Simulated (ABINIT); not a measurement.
## MgO in ABINIT: the effect of functional

The system is MgO.

```
CELL_PARAMETERS angstrom
2.93802 0.00000 0.00000
-1.46901 2.54440 0.00000
0.00000 0.00000 2.67968
ATOMIC_POSITIONS crystal
Mg 0.00000 0.00000 0.00000
O 0.33333 0.66667 0.50000
```

Measurements of this composition are mostly on another form, of space group No. 225.

Alike in all runs:

```yaml
Program: ABINIT 10.8.3 (patched build)
Task: band structure
k_mesh: 10 × 10 × 10
Occupations: fermi-dirac, width 0.05 eV
Spin: no spin polarisation
```

```csv
functional,potentials or basis,cutoff,gap on the mesh (eV)
LDA,JTH PAW LDA v2.0,626 eV,2.95
PBEsol,JTH PAW PBE v2.0,626 eV,2.93
r2SCAN,JTH PAW PBE v2.0,762 eV,?
TB-mBJ,JTH PAW LDA v2.0,762 eV,5.33
```

Problem. What does the run with functional r2SCAN give?

Solution. gap on the mesh 3.80 eV.

Caveats: the constant c of TB-mBJ comes from the pseudo density here, which moves gaps by up to 0.3 eV between sets of potentials (some runs).

